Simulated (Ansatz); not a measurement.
Predict the output of the script below (the Python package of Ansatz (0.2.0)).

`pbs.vasp`
```text
PbS
1.0
   2.98372052   -2.98370968    0.00000000
   2.98372052    2.98370968    0.00000000
   0.00000000    0.00000000   32.51740387
Pb S
4 4
Direct
   0.83701531    0.16298469    0.20620021
   0.16298469    0.83701531    0.79379979
   0.33701531    0.66298469    0.29379979
   0.66298469    0.33701531    0.70620021
   0.16172904    0.83827096    0.71202147
   0.83827096    0.16172904    0.28797853
   0.66172904    0.33827096    0.78797853
   0.33827096    0.66172904    0.21202147
```

The script, `run_mass.py`:
```python
"""Band curvature masses of PbS."""

import ansatz as az
from ase.io import read
import numpy as np

atoms = read("pbs.vasp", format="vasp")
system = az.Crystal.from_ase(atoms)

setup = (
    system.calculation()
    .functional(az.Functional.R2SCAN)
    .basis(380)
    .kpoints(3, 3, 1)
    .scf(lower_state_search="light")
    .occupations("fixed")
)
# step 1: where the edges lie on the mesh
outcome = setup.band_table().run(threads=1, pin="off")
summary = outcome.report
levels = np.array(summary["eigenvalues_ev"])
filled = round(summary["n_electrons"] / 2)
edges = {"top filled band": (filled - 1, levels[:, filled - 1].argmax()), "lowest empty band": (filled, levels[:, filled].argmin())}
gap = levels[:, filled].min() - levels[:, filled - 1].max()
print(f"gap on the mesh {gap:.3f} eV")
if gap <= 0.05:
    print("no gap: band-edge masses have no meaning here")
    edges = {}
reciprocal = 2 * np.pi * np.linalg.inv(outcome.lattice.cell_ang).T
step = 0.04  # 1/A

# second differences give the curvature tensor; masses are hbar^2/m_e = 7.61996 eV A^2 over its eigenvalues
pairs = [(0, 1), (0, 2), (1, 2)]
moves = [sign * axis for axis in np.eye(3) for sign in (-1, 1)]
moves += [s1 * np.eye(3)[i] + s2 * np.eye(3)[j] for i, j in pairs for s1 in (1, -1) for s2 in (1, -1)]
for name, (band, index) in edges.items():
    together = int(np.sum(np.abs(levels[index] - levels[index, band]) < 2e-3))
    print(name, "at k =", np.round(summary["kpoints_frac"][index], 4), f"E = {levels[index, band]:.4f} eV, degeneracy {together}")
    centre = np.array(summary["kpoints_frac"][index]) @ reciprocal
    points = [centre] + [centre + step * move for move in moves]
    table = setup.band_structure(points, intervals=1, cartesian=True).run(threads=1, pin="off").band_structure().channels[0].eigenvalues_ev
    if together > 1:
        level = np.flatnonzero(np.abs(levels[index] - levels[index, band]) < 2e-3)
        along = (table[1, level] + table[2, level] - 2 * table[0, level]) / step ** 2
        print("  degenerate level, no single mass tensor; masses of its branches along x:", np.round(7.61996 / along, 3), "m_e")
        continue
    e = table[:, band]
    hessian = np.diag((e[1:7:2] + e[2:7:2] - 2 * e[0]) / step ** 2)
    for (i, j), (pp, pm, mp, mm) in zip(pairs, e[7:].reshape(3, 4)):
        hessian[i, j] = hessian[j, i] = (pp - pm - mp + mm) / (4 * step ** 2)
    curvatures, axes = np.linalg.eigh(hessian)
    slope = (e[2:7:2] - e[1:7:2]) / (2 * step)
    print("  slope (eV A):", np.round(slope, 3) + 0.0, "" if np.abs(slope).max() < 0.05 else "- no extremum here, so these are local curvatures and no band-edge masses")
    for curvature, axis in zip(curvatures, axes.T):
        print(f"  principal mass {7.61996 / curvature:8.3f} m_e along", np.round(axis, 2) + 0.0)
```

Output of `python run_mass.py`:
```text
DeckWarning: basis.ecutwfc = 380 eV is below the records' recommended 500 eV, and the density's cutoff is lower with it unless basis.ecutrho_ratio is high enough to keep the records' density cutoff: compare with a run at a higher cutoff
gap on the mesh 2.417 eV
top filled band at k = [0.     0.3333 0.    ] E = -0.4391 eV, degeneracy 2
  degenerate level, no single mass tensor; masses of its branches along x: [-0.49 -0.49] m_e
lowest empty band at k = [0. 0. 0.] E = 1.9780 eV, degeneracy 1
  slope (eV A): [0. 0. 0.]
  principal mass   17.894 m_e along [0. 0. 1.]
  principal mass    1.585 m_e along [ 0. -1.  0.]
  principal mass    1.585 m_e along [-1.  0.  0.]
```
(Warnings from the package without file and line.)

Notes:
- These settings explore the input space; cutoff and mesh may be short of convergence.
- The cutoff lies under the one recommended for these potentials.
- Along an axis with an odd division the mesh misses the point at one half; a gap read on a finite mesh is an upper bound on this functional's gap.
- Spin-orbit coupling, left out here, can change this gap by several tenths of an eV, and inverted bands can meet off the mesh.
- The cell holds layers, chains or clusters in vacuum, no bulk phase.
- The computed bands are complete only to about 3.7 eV above the Fermi level.
- Legs of the path along the vacuum direction only repeat the in-plane bands.
- The structure comes from a database of computed cells and needn't be a stable or known phase.
- Gaps and levels are Kohn-Sham values on a finite set of k-points, without spin-orbit coupling.
- The masses are finite-difference curvatures at extrema found on a coarse mesh, which needn't be the true band edges; a step that is long against the gap makes them too heavy. Negative values are curvatures of valence bands (the hole mass is their size). Spin-orbit coupling is left out, and light masses scale with the Kohn-Sham gap.
- It ran for 50 s on 1 thread of Intel(R) Xeon(R) Platinum 8375C CPU @ 2.90GHz (Ice Lake) (shared host), peak memory 1.2 GiB.

(Lines on the test bed's own set-up are left out of the output.)
